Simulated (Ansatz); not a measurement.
**C₄H₆ (singlet): the correlation ladder, 6-31G**

Aim: climb from Hartree-Fock through coupled cluster and multireference methods for C₄H₆ (singlet) at one geometry and basis, and see what each rung misses.

Computed with Ansatz 0.2.0, Gaussian basis. Level: 6-31G, core rule «outside noble gas», up to 4 orbitals frozen.

Plan: UHF; CCSD(T) on RHF; BCCD(T) on RHF; CISD; CCSDT(Q) on RHF; CASSCF and MRCISD+Q, 8 electrons in 8 orbitals; CASSCF and NEVPT2, 8 electrons in 8 orbitals.

21 further runs of the same task are left out: 2 that didn't finish, 19 set aside as unsound or not needed.

## Step 1: The geometry

The geometry is an MP2(full)/6-31G* stationary point (not a proven minimum).

10 atoms, charge 0, spin multiplicity 1.

Atoms are counted from 1 here; the program's logs count them from 0.

Bond lengths: C1–C3 1.492 Å, C1–C4 1.492 Å, C1–H5 1.092 Å, C1–H6 1.088 Å, C2–C3 1.492 Å, C2–C4 1.492 Å, C2–H7 1.092 Å, C2–H8 1.088 Å, C3–C4 1.496 Å, C3–H9 1.080 Å, C4–H10 1.080 Å. Angles: C3–C1–C4 60.2°, C3–C1–H5 119.2°, C3–C1–H6 116.9°, C4–C1–H5 119.2°, C4–C1–H6 116.9°, H5–C1–H6 114.1°, C3–C2–C4 60.2°, C3–C2–H7 119.2°, C3–C2–H8 116.9°, C4–C2–H7 119.2°, C4–C2–H8 116.9°, H7–C2–H8 114.1°, C1–C3–C2 98.6°, C1–C3–C4 59.9°, C1–C3–H9 129.6°, C2–C3–C4 59.9°, C2–C3–H9 129.6°, C4–C3–H9 128.1° and more.

Coordinates:

| atom | x (Å) | y (Å) | z (Å) |
| --- | --- | --- | --- |
| C1 | 0.00000 | 1.13134 | 0.31073 |
| C2 | 0.00000 | -1.13134 | 0.31073 |
| C3 | 0.74795 | 0.00000 | -0.31151 |
| C4 | -0.74795 | 0.00000 | -0.31151 |
| H5 | 0.00000 | 1.23703 | 1.39792 |
| H6 | 0.00000 | 2.07737 | -0.22736 |
| H7 | 0.00000 | -1.23703 | 1.39792 |
| H8 | 0.00000 | -2.07737 | -0.22736 |
| H9 | 1.41441 | 0.00000 | -1.16132 |
| H10 | -1.41441 | 0.00000 | -1.16132 |

## Step 2: UHF

in.yaml

```yaml
crystal:
  periodic: [false, false, false]
  atoms:
    - {symbol: C, position_ang: [0.000000, 1.131343, 0.310730]}
    - {symbol: C, position_ang: [0.000000, -1.131343, 0.310730]}
    - {symbol: C, position_ang: [0.747952, 0.000000, -0.311506]}
    - {symbol: C, position_ang: [-0.747952, 0.000000, -0.311506]}
    - {symbol: H, position_ang: [0.000000, 1.237033, 1.397923]}
    - {symbol: H, position_ang: [0.000000, 2.077375, -0.227362]}
    - {symbol: H, position_ang: [0.000000, -1.237033, 1.397923]}
    - {symbol: H, position_ang: [0.000000, -2.077375, -0.227362]}
    - {symbol: H, position_ang: [1.414410, 0.000000, -1.161320]}
    - {symbol: H, position_ang: [-1.414410, 0.000000, -1.161320]}
basis:
  gaussian: {orbitals: 6-31G}
magnetization: {spin_polarized: true, initial_magnetization: 0}
hamiltonian: {xc: hf}
output: {orbitals: {seedname: orbitals}}
```

Launch:

```bash
$ ansatz run in.yaml --threads 1 --pin off --events-out ev --progress --plain --max-ram 4096MiB --backend cpu
```

The runs that follow: CCSD(T) on RHF; BCCD(T) on RHF; CISD; CCSDT(Q) on RHF; CASSCF and MRCISD+Q, 8 electrons in 8 orbitals; CASSCF and NEVPT2, 8 electrons in 8 orbitals.

**Question.** What will the summary of the whole plan be? Wanted: RCCSDT(Q) below the RHF energy; RMP2 from RCCSDT(Q); RCCSD from RCCSDT(Q); RCCSD(T) from RCCSDT(Q); NEVPT2 frontier from RCCSDT(Q); MRCISD+Q frontier from RCCSDT(Q); T1 diagnostic.

**Answer**, as computed:

| quantity | value |
| --- | --- |
| RCCSDT(Q) below the RHF energy | -11.1284 eV |
| RMP2 from RCCSDT(Q) | +1384.0 meV |
| RCCSD from RCCSDT(Q) | +344.4 meV |
| RCCSD(T) from RCCSDT(Q) | +38.9 meV |
| NEVPT2 frontier from RCCSDT(Q) | +1437.1 meV |
| MRCISD+Q frontier from RCCSDT(Q) | +192.6 meV |
| levels within 1 kcal/mol (43 meV) | RCCSD(T), BCCD(T), RCCSDT |
| T1 diagnostic | 0.006 |

In words: RCCSD(T) misses by +38.9 meV, 0.3 % of the correlation energy. Of the multireference levels listed MRCISD+Q frontier comes nearest in total energy (+192.6 meV), which doesn't show that its space is the better one. These misses are within one basis, not against nature.
